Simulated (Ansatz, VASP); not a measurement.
# Si (silicene, 1 layer) in two plane-wave programs

Aim: how closely do two programs agree when they are given the same cell, functional and k mesh? The structure shown is the end of the Ansatz relaxation below.

Program: Ansatz 0.2.0. Level of theory: plane waves, with VASP 6.6.1 beside it; single point at PBE. Results are calculated unless marked as measured.

## 1. Set-up

The cell holds 2 atoms: 2 Si. Cell: a = 3.870 Å, b = 3.870 Å, c = 17.450 Å, α = 90.0°, β = 90.0°, γ = 120.0°. Vacuum lies along c.

## 2. Ansatz: relaxation, PBE

Ansatz runs on its default PAW (the set named soft_2) files.

This run makes the geometry at which the two programs are then compared.

Contents of input.yaml:

```yaml
crystal:
  lattice:
    - [3.87, 0.0, 0.0]
    - [-1.935, 3.3515183126, 0.0]
    - [0.0, 0.0, 17.45]
  atoms:
    - { symbol: Si, position: [0.6666666667, 0.3333333333, 0.4871060172] }
    - { symbol: Si, position: [0.3333333333, 0.6666666667, 0.5128939828] }
kpoints:
  mp_grid: { grid: [12, 12, 1] }
hamiltonian:
  xc: pbe
scf:
  occupations: { method: fermi_dirac, width: 0.05 }
  convergence: { dr2_threshold: 1.0e-08 }
efield:
  axis: 3
  dipole_correction: true
  ramp_position: 0.97
  ramp_width: 0.04
relax:
  f_tol: 0.01
  cell: { fix: [c, alpha, beta] }
output:
  write_potential: true
  write_density: true
  volumetric_format: npy
```

Command:

```
$ ansatz run input.yaml --threads 2 --pin off --max-ram 4096MiB --backend cpu --events-out ev --progress --plain --runs-dir out
```

Numbers of over 12 decimals in the logs are rounded to 6 here.

What it wrote:

```text
Warning: relax.cell: scf.convergence.dr2_threshold = 1e-8 eV is looser than the 2e-10 eV advised for a relaxation that steers and ends on the stress (1e-10 eV for each atom of the cell: 2). What an SCF threshold leaves in a stress goes as its square root, and in the free energy as the threshold itself, and one threshold admits the most on a small cell: [figures from the program's tests cut] Set scf.convergence.dr2_threshold to 2e-10 eV or tighter. The threshold is an SCF's pass mark: one that does not reach it within its budget of iterations ends unconverged, or closes short of it on a stop that the run arms, and scf.convergence.dr2_threshold's page says what that costs each kind of run
Engine: ansatz 0.2.0, aarch64-unknown-linux-gnu
Pseudopotentials: kind: paw
Pseudopotential: Si, paw, valence charge 4, recommended cutoff 420 eV (normal), Si.paw.azcp
Functional definition: PBE
  parameter kappa = 0.804
  parameter beta = 0.066725
  exchange = pbe_x(kappa = kappa, mu = beta*pi^2/3)
  correlation = pbe_c(beta = beta)
Crystal: 2 atoms, lattice volume = 226.333 Å³
Basis set: ecut = 420 eV, 4463 PW (Γ), exchange–correlation on 54×54×240 points (8 copies of the dense FFT grid, shifted against one another)
Bands: 8, of which v1, the nominal top of the filled ones, is band 4 counted from 1 (3 counted from 0)
Symmetry: 6 space group operations
k-points: 19 of 144 (time reversal used)
Non-local potential: Si, projectors of the file, l = 0: 2, l = 1: 2, l = 2: 2
PAW form: soft (Blöchl's): semilocal exchange-correlation on the pseudo side does not see the compensation charge
PAW one-centre angular grid: Si, 110 points (default); XC on 64 Gauss nodes
Initial density: superposition of atomic densities (neutral atoms: chi_scale 0, normalization atom), corrected by the library's trained network
Initial wavefunctions: pseudopotential atomic-orbital guess
Functional: x = pbe(κ = 0.804, μ = 0.219515), c = pbe(β = 0.066725)
SCF iter   1: F=—  HF=-1270.335284 eV  |F-HF|=—  |Δ(HF+E_count)|=         —  Δρ=7.33e-4  dr2=1.76e-3  ethr=1.77e-3  p=-0.000 e·Å  D=-9.42e-5 V/Å  ΔV_dip=0.00 eV  dr2_dipole=7.07e-8  V_vac-E_F(+/−)=4.67/4.67 eV  ⟨swp⟩=8.0  Hψ=1635  notcnv=0
efield: sawtooth ramp at fractional position 0.9700 (set: `efield.ramp_position`, or a place that a band, a saddle search or an elastic batch's reference lends), width 0.0400; the density the first Hamiltonian is built on has a dipole p = -0.000 e·Å; the dipole correction subtracts the counter field D = -9.42e-5 V/Å, which shifts the + side's vacuum level by +0.00 eV against the − side's; the planar-averaged density in the ramp window peaks in size at 1.5e-5 e/Å³
preconditioner: auto → LDOS  [metal: Δε(μ)=0.000 eV  Ē_g=8.392 eV  σ=0.050 eV  W_gap=0.00  n_scr=8 (ndim 8)  ℏωp=7.0 eV  f_vac=0.704  D(μ)=0.28/eV (n_scr^D=2)  β→1.0]
SCF iter   2: F=—  HF=-1270.340320 eV  |F-HF|=—  |Δ(HF+E_count)|=   5.04e-3  Δρ=1.25e-4  dr2=3.71e-5  ethr=2.19e-5  p=0.000 e·Å  D=1.05e-4 V/Å  ΔV_dip=-0.00 eV  dr2_dipole=1.97e-7  V_vac-E_F(+/−)=4.59/4.60 eV  ⟨swp⟩=3.2  Hψ=467  notcnv=0
SCF iter   3: F=—  HF=-1270.340330 eV  |F-HF|=—  |Δ(HF+E_count)|=   9.99e-6  Δρ=2.52e-5  dr2=4.07e-6  ethr=4.64e-7  p=-0.000 e·Å  D=-1.24e-4 V/Å  ΔV_dip=0.00 eV  dr2_dipole=3.54e-7  V_vac-E_F(+/−)=4.60/4.60 eV  ⟨swp⟩=2.2  Hψ=230  notcnv=0
SCF iter   4: F=—  HF=-1270.340335 eV  |F-HF|=—  |Δ(HF+E_count)|=   4.91e-6  Δρ=1.38e-5  dr2=2.39e-6  ethr=5.09e-8  p=0.000 e·Å  D=1.36e-4 V/Å  ΔV_dip=-0.00 eV  dr2_dipole=4.23e-7  V_vac-E_F(+/−)=4.60/4.60 eV  ⟨swp⟩=2.6  Hψ=224  notcnv=0
SCF iter   5: F=—  HF=-1270.340335 eV  |F-HF|=—  |Δ(HF+E_count)|=   2.84e-7  Δρ=4.32e-6  dr2=7.58e-8  ethr=2.98e-8  p=0.000 e·Å  D=1.43e-5 V/Å  ΔV_dip=-0.00 eV  dr2_dipole=4.86e-9  V_vac-E_F(+/−)=4.60/4.60 eV  ⟨swp⟩=1.8  Hψ=183  notcnv=0
SCF iter   6: F=-1270.340335 eV  HF=-1270.340335 eV  |F-HF|=5.78e-9  |Δ(HF+E_count)|=   2.89e-8  Δρ=1.25e-6  dr2=5.71e-9  ethr=1.25e-10  p=0.000 e·Å  D=4.39e-6 V/Å  ΔV_dip=-0.00 eV  dr2_dipole=4.08e-10  V_vac-E_F(+/−)=4.60/4.60 eV  ⟨swp⟩=9.9  Hψ=869  notcnv=0
SCF 1 converged in 6 iterations: F = -1270.340335 eV  dr2 = 5.71e-9
  greatest PAW one-centre occupation: 0.650 electrons in one spin orbital (limit 2), on the Si atom at site 1 (counted from 0), in its partial waves of l = 0
relax step   1: F+E_penalty+E_count = -1270.34033470 eV  Δ(F+E_penalty+E_count) = +0.000e0 eV  max|allowed force component| = 1.685e-3 eV/Å  Δτ_max = 0.0000 Å  P = -0.014 GPa  Ω = 226.333 Å³  fix = [c, alpha, beta]  reactions: c +0.000 GPa  (6 SCF iters, accepted)
Initial density: handed on by an earlier stage of this run
Initial wavefunctions: pseudopotential atomic-orbital guess (no wavefunctions were taken with the density)
iter 1 solved again at ethr=1.33e-6 eV; its pass at ethr=3.10e-3 eV (dr2=1.07e-4 eV) is discarded
SCF iter   1: F=—  HF=-1270.340338 eV  |F-HF|=—  |Δ(HF+E_count)|=         —  Δρ=1.37e-6  dr2=6.18e-9  ethr=1.33e-6  p=0.000 e·Å  D=4.39e-6 V/Å  ΔV_dip=-0.00 eV  dr2_dipole=3.87e-10  V_vac-E_F(+/−)=4.60/4.60 eV  ⟨swp⟩=3.5  Hψ=2095  notcnv=0
efield: sawtooth ramp at fractional position 0.9700 (set: `efield.ramp_position`, or a place that a band, a saddle search or an elastic batch's reference lends), width 0.0400; the density the first Hamiltonian is built on has a dipole p = 0.000 e·Å; the dipole correction subtracts the counter field D = 4.39e-6 V/Å, which shifts the + side's vacuum level by -0.00 eV against the − side's; the planar-averaged density in the ramp window peaks in size at 5.4e-9 e/Å³
eigensolver tolerance schedule: the retry pair's looser diagonalisation over-reported the residual by 17236.00 of it (diagonalisation noise at an unbounded share of the residual, at the tolerance the schedule requests for it); recorded, not acted on — ethr = c·dr2/N_el stays at c = 1.0e-1
preconditioner: auto → LDOS  [insulator: Δε(μ)=0.555 eV  Ē_g=8.404 eV  σ=0.050 eV  W_gap=0.50  n_scr=8 (ndim 8)  ℏωp=7.0 eV  f_vac=0.686  D(μ)=0.28/eV (n_scr^D=2)  ε∞_Penn≈1.7  β→1.0]
SCF iter   2: F=—  HF=-1270.340335 eV  |F-HF|=—  |Δ(HF+E_count)|=   3.61e-6  Δρ=9.52e-7  dr2=6.68e-9  ethr=7.73e-11  p=-0.000 e·Å  D=-6.60e-6 V/Å  ΔV_dip=0.00 eV  dr2_dipole=9.94e-10  V_vac-E_F(+/−)=4.60/4.60 eV  ⟨swp⟩=14.6  Hψ=1412  notcnv=0
SCF iter   3: F=-1270.340335 eV  HF=-1270.340335 eV  |F-HF|=4.93e-10  |Δ(HF+E_count)|=  7.12e-10  Δρ=3.73e-7  dr2=1.04e-9  ethr=7.73e-11  p=0.000 e·Å  D=2.70e-6 V/Å  ΔV_dip=-0.00 eV  dr2_dipole=1.67e-10  V_vac-E_F(+/−)=4.60/4.60 eV  ⟨swp⟩=7.1  Hψ=848  notcnv=0
SCF 2 converged in 3 iterations: F = -1270.340335 eV  dr2 = 1.04e-9
relax step   2: F+E_penalty+E_count = -1270.34033470 eV  Δ(F+E_penalty+E_count) = -1.825e-9 eV  max|allowed force component| = 1.689e-3 eV/Å  Δτ_max = 0.0000 Å  P = -0.014 GPa  Ω = 226.333 Å³  fix = [c, alpha, beta]  reactions: c +0.000 GPa  stress off target by 2.12e-2 GPa on what of the cell is left free  SCF on the basis re-selected at this cell (its energy is not comparable with the rows above)  (3 SCF iters)
basis re-selected at this cell: Δ(F+E_penalty+E_count) = -1.825e-9 eV, ΔP = -0.000 GPa vs the last step (what re-selecting the basis moved, of the pressure what is left beyond the Pulay correction that the steps carried, after the strain that the cell walked since its last selection, with what the two solves' SCF thresholds leave and, on support functions, any second-order correction that the steps lacked; it is no m [...]
SCF converged after 3 iterations
Free energy (F): -1270.340335 eV
Harris-Foulkes:  -1270.340335 eV  (|F-HF|=4.93e-10)
Internal energy: -1270.338404 eV  (E = F + TS)
E sigma→0 (E₀):  -1270.339369 eV
Entropy (-TS):   -0.001930 eV (-0.965 meV/atom)
Fermi energy:    -2.631785 eV
Dipole field:    D = -0.000014 V/Å  (p = -0.000017 e·Å, saw-weighted, corrected)
Work function:   Φ+ = 4.5986 eV   Φ− = 4.5984 eV
Levels:          The Fermi level and band energies are counted from a zero that moves with the ramp; work functions are not
--- Per-component energies (eV) ---
  E_band       = -60.600272
  E_kinetic    = 77.629005
  E_local      = -1035.331747  (includes V_loc(G=0)·N_el)
  E_nonlocal   = 52.280355
  E_hartree    = 470.162638
  E_xc         = -108.462745
  E_vxc        = -90.789665  (∫ρ·V_xc dr)
  E_paw        = -1025.327792  (= ΣΔE_a)
  E_vpaw       = -4.713395  (= ΣTr[D̂ρ^β])
  E_aug_tail   = 0.000013  (compensation charges beyond the density's cutoff)
  E_efield     = 0.000000  (sawtooth field / dipole correction)
  E_vefield    = 0.000019  (∫n·V_field dr)
  E_ewald      = 298.711869
  E_smearing   = -0.001930  (= −TS)
  E_closure    = 0.000000  (closes the sum)
  Σ components = -1270.340335   (vs F -1270.340335, Δ=0.00e0)
--- Forces (eV/Å), atoms counted from 1 ---
  atom   1  Si     0.00000000    -0.00000000    -0.00167823
  atom   2  Si    -0.00000000     0.00000000     0.00169908
  max |Σ_I F_I| component: 2.09e-5 eV/Å
--- Stress (GPa, compression-positive) ---
       -0.021166       0.000000      -0.000000
        0.000000      -0.021166       0.000000
       -0.000000       0.000000       0.000485
  P = ⅓ Tr σ = -0.0139 GPa (-0.139 kbar)
--- Band table (eV; the first three rows and the last of 19) ---
  k-point 0: bands = ["-13.7162", "-5.7905", "-3.9005", "-3.9005", "-0.7853", "-0.0496", "0.3351", "0.3351"]
  k-point 1: bands = ["-13.6354", "-5.7359", "-4.5062", "-4.0438", "-0.3792", "0.0045", "0.4126", "0.6341"]
  k-point 2: bands = ["-13.3947", "-5.9424", "-5.2819", "-4.3727", "-0.5369", "0.1265", "1.4250", "1.4537"]
  k-point 18: bands = ["-10.4708", "-10.4708", "-7.1011", "-2.6318", "-2.6318", "1.3811", "3.0100", "3.4493"]
--- Relaxed structure (1 steps of the walk, 1 accepted, 1 SCFs on fresh bases) ---
  F+E_penalty+E_count = -1270.34033470 eV   max|allowed force component| = 1.689e-3 eV/Å   (the final SCF, on the basis selected at the relaxed cell)
  cell:  # Å, volume = 226.3331 Å³
    - [3.870000, 0.0, 0.0]
    - [-1.935000, 3.351518, 0.0]
    - [0.0, 0.0, 17.45]
  atoms:
    - { symbol: Si, position: [0.666667, 0.333333, 0.4871060172] }
    - { symbol: Si, position: [0.333333, 0.666667, 0.5128939828] }
```

## 3. VASP: single point, PBE

The same cell, functional, mesh and smearing now go to VASP, with its own data sets.

Lines of VASP's logs that name or quote its potential files are left out, and so is its time.

Contents of INCAR:

```
SYSTEM = Si
PREC = Accurate
ENCUT = 500
EDIFF = 1E-06
NELM = 120
ISMEAR = -1
SIGMA = 0.05
LREAL = .FALSE.
ALGO = Normal
GGA = PE
NBANDS = 10
LORBIT = 11
LWAVE = .FALSE.
LCHARG = .FALSE.
ISIF = 2
LDIPOL = .TRUE.
IDIPOL = 3
DIPOL = 0.5 0.5 0.5
LVHAR = .TRUE.
LASPH = .TRUE.
GGA_COMPAT = .FALSE.
NELMDL = -8
```

Contents of POSCAR:

```
Si
1.0
    3.8700000000      0.0000000000      0.0000000000
   -1.9350000000      3.3515183126      0.0000000000
    0.0000000000      0.0000000000     17.4500000000
Si
2
Direct
    0.6666666666      0.3333333332      0.4871060172
    0.3333333332      0.6666666666      0.5128939828
```

Contents of KPOINTS:

```
Automatic mesh
0
Gamma
12 12 1
0 0 0
```

The projector-augmented-wave data sets are Si (PBE family, release 64).

Command:

```
$ mpirun -np 1 vasp_std
```

What it wrote:

```text
[banner, memory and clock lines left out]
running    1 mpi-ranks, on    1 nodes
 distrk:  each k-point on    1 cores,    1 groups
 distr:  one band on    1 cores,    1 groups

 POSCAR found type information on POSCAR Si
 POSCAR found :  1 types and       2 ions
 LDA part: xc-table for (Slater+PW92), standard interpolation
 POSCAR, INCAR and KPOINTS ok, starting setup
 FFT: planning ... GRIDC
 FFT: planning ... GRID_SOFT
 FFT: planning ... GRID
 WAVECAR not read
 entering main loop
       N       E                     dE             d eps       ncg     rms          rms(c)
DAV:   1     0.326747007187E+02    0.32675E+02   -0.22932E+03   380   0.492E+02
DAV:   2    -0.751258739031E+01   -0.40187E+02   -0.38320E+02   606   0.819E+01
DAV:   3    -0.984201445356E+01   -0.23294E+01   -0.23213E+01   520   0.234E+01
DAV:   4    -0.987346359245E+01   -0.31449E-01   -0.31441E-01   564   0.363E+00
DAV:   5    -0.987406289893E+01   -0.59931E-03   -0.59927E-03   578   0.456E-01
DAV:   6    -0.987408632430E+01   -0.23425E-04   -0.23425E-04   596   0.639E-02
DAV:   7    -0.987408670645E+01   -0.38215E-06   -0.38197E-06   566   0.742E-03
DAV:   8    -0.987408672359E+01   -0.17141E-07   -0.17259E-07   546   0.136E-03    0.463E+00
DAV:   9    -0.967457908408E+01    0.19951E+00   -0.14001E-01   476   0.160E+00    0.275E+00
DAV:  10    -0.956917738182E+01    0.10540E+00   -0.31360E-01   500   0.249E+00    0.246E-01
DAV:  11    -0.956846192903E+01    0.71545E-03   -0.19680E-02   546   0.777E-01    0.147E-01
DAV:  12    -0.956825474565E+01    0.20718E-03   -0.59322E-04   582   0.129E-01    0.117E-01
DAV:  13    -0.956748736836E+01    0.76738E-03   -0.79767E-04   518   0.109E-01    0.457E-02
DAV:  14    -0.956732284748E+01    0.16452E-03   -0.21425E-04   556   0.617E-02    0.357E-02
DAV:  15    -0.956807614148E+01   -0.75329E-03   -0.36869E-04   416   0.727E-02    0.557E-02
DAV:  16    -0.956805956583E+01    0.16576E-04   -0.12172E-05   558   0.175E-02    0.245E-02
DAV:  17    -0.956826889052E+01   -0.20932E-03   -0.14266E-05   456   0.168E-02    0.182E-02
DAV:  18    -0.956825583874E+01    0.13052E-04   -0.75768E-06   498   0.101E-02    0.162E-02
DAV:  19    -0.956834140404E+01   -0.85565E-04   -0.81460E-06   464   0.111E-02    0.388E-03
DAV:  20    -0.956834934896E+01   -0.79449E-05   -0.30503E-07   586   0.257E-03    0.308E-03
DAV:  21    -0.956837974158E+01   -0.30393E-04   -0.27800E-06   418   0.506E-03    0.206E-03
DAV:  22    -0.956838038991E+01   -0.64833E-06   -0.26410E-08   574   0.765E-04
   1 F= -.95683804E+01 E0= -.95674152E+01  d E =-.193046E-02
```

From OUTCAR (step 3):

```text
ion  position               nearest neighbor table
   1  0.667  0.333  0.487-   2 2.28   2 2.28   2 2.28
   2  0.333  0.667  0.513-   1 2.28   1 2.28   1 2.28

  LATTYP: Found a hexagonal cell.
 ALAT       =     3.8700000000
 C/A-ratio  =     4.5090439276

 Subroutine GETGRP returns: Found 12 space group operations
 (whereof 12 operations were pure point group operations)

The static configuration has the point symmetry D_3d.

 Found     19 irreducible k-points:

   k-points           NKPTS =     19   k-points in BZ     NKDIM =     19   number of bands    NBANDS=     10

   dimension x,y,z NGX =    28 NGY =   28 NGZ =  128
   dimension x,y,z NGXF=    56 NGYF=   56 NGZF=  256

   ENCUT  =  500.0 eV  36.75 Ry    6.06 a.u.   7.06  7.06 31.82*2*pi/ulx,y,z

   NELECT =       8.0000    total number of electrons

 k-points in reciprocal lattice and weights: Automatic mesh
   0.00000000  0.00000000  0.00000000       0.007
   0.08333333  0.00000000  0.00000000       0.042
   0.16666667 -0.00000000  0.00000000       0.042
   0.25000000 -0.00000000  0.00000000       0.042
   0.33333333  0.00000000  0.00000000       0.042
   0.41666667  0.00000000  0.00000000       0.042
   0.50000000 -0.00000000  0.00000000       0.021
   0.08333333  0.08333333  0.00000000       0.042
   0.16666667  0.08333333  0.00000000       0.083
[...]
0.33333333  0.25000000  0.00000000       0.083
   0.33333333  0.33333333  0.00000000       0.014

 dipolmoment           0.000000      0.000000      0.000000 electrons x Angstroem

 average (electrostatic) potential at core
       1 -92.1827       2 -92.1827

 E-fermi :  -2.7064

 k-point     1 :       0.0000    0.0000    0.0000
  band No.  band energies     occupation
      1     -13.7813      2.00000
      2      -5.8654      2.00000
      3      -3.9678      2.00000
      4      -3.9678      2.00000
      5      -0.8471      0.00000
      6      -0.1216      0.00000
      7       0.2691      0.00000
      8       0.2691      0.00000
      9       1.7135      0.00000
    ...

 k-point     2 :       0.0833    0.0000    0.0000
  band No.  band energies     occupation
      1     -13.7005      2.00000
      2      -5.8110      2.00000
      3      -4.5725      2.00000
      4      -4.1109      2.00000
      5      -0.4422      0.00000
      6      -0.0678      0.00000
      7       0.3467      0.00000
      8       0.5681      0.00000
      9       1.8036      0.00000
    ...

 k-point     3 :       0.1667   -0.0000    0.0000
  band No.  band energies     occupation
      1     -13.4598      2.00000
      2      -6.0133      2.00000
      3      -5.3517      2.00000
      4      -4.4395      2.00000
      5      -0.6026      0.00000
      6       0.0535      0.00000
      7       1.3587      0.00000
      8       1.3886      0.00000
      9       2.0614      0.00000
    ...

  Total       -0.0480934     -0.0480934     -0.0052655      0.0000000     -0.0000000      0.0000000
  in kB       -0.3404456     -0.3404456     -0.0372739      0.0000000     -0.0000000      0.0000000
  external PRESSURE =      -0.2393883 kB  Pullay stress =       0.0000000 kB

  energy-cutoff  :      500.00
  volume of cell :      226.33
      direct lattice vectors                 reciprocal lattice vectors
     3.870000000  0.000000000  0.000000000     0.258397933  0.149186116  0.000000000
    -1.935000000  3.351518313  0.000000000     0.000000000  0.298372232  0.000000000
     0.000000000  0.000000000 17.450000000     0.000000000  0.000000000  0.057306590

 POSITION                                       TOTAL-FORCE (eV/Angst)
 -----------------------------------------------------------------------------------
      1.93500      1.11717      8.50000        -0.000000      0.000000      0.004323
     -0.00000      2.23435      8.95000         0.000000     -0.000000     -0.004323
 -----------------------------------------------------------------------------------
    total drift:                                0.000000      0.000000      0.000000

  FREE ENERGIE OF THE ION-ELECTRON SYSTEM (eV)
  ---------------------------------------------------
  free  energy   TOTEN  =        -9.5683803899 eV

  energy  without entropy=       -9.5664499255  energy(sigma->0) =       -9.56741516

 vacuum level on the upper side and lower side of the slab         1.895         1.895

 total charge
# of ion       s       p       d       tot
------------------------------------------
    1        0.777   0.900   0.000   1.677
    2        0.777   0.900   0.000   1.677
--------------------------------------------------
tot          1.554   1.801   0.000   3.354

[... 3 further parts left out ...]
```

## 4. Side by side

Known differences besides the potentials themselves: the cutoff is 420 eV in Ansatz and 500 eV in VASP; Ansatz's pressure holds a Pulay correction, VASP's none. Total energies have different zeros and are not compared.

The two programs side by side:

```csv
quantity,Ansatz,VASP,difference
pressure (GPa),-0.01,-0.02,+0.01
"work function, lower of the two faces (eV)",4.60,4.60,0.00
"work function, higher of the two faces (eV)",4.60,4.60,0.00
```

At this near-relaxed geometry the largest component of a force difference is 6 meV/Å. With vacuum in the cell, a pressure given here is an average over mostly empty space and none of the material.

## 5. Results

```json
{
  "difference in work function, lower of the two faces (single point, PBE)": "-0.0030 eV"
}
```

What this shows: The difference in work function, lower of the two faces is -0.0030 eV (single point, PBE). How closely two codes agree says nothing of how well the functional describes the real material.

[Lines on the potential files, build, host, timing and source positions are cut from VASP's logs without a mark.]

[Logs are printed without paths, hosts, clocks, repeated set-up lines and the standing remarks that a program may print on its own settings, such as how far it seeks lower states.]

[Hosts, paths, dates, database ids (printed as entryN), source tags and the programs' standing remarks are cut or masked in the printed files.]
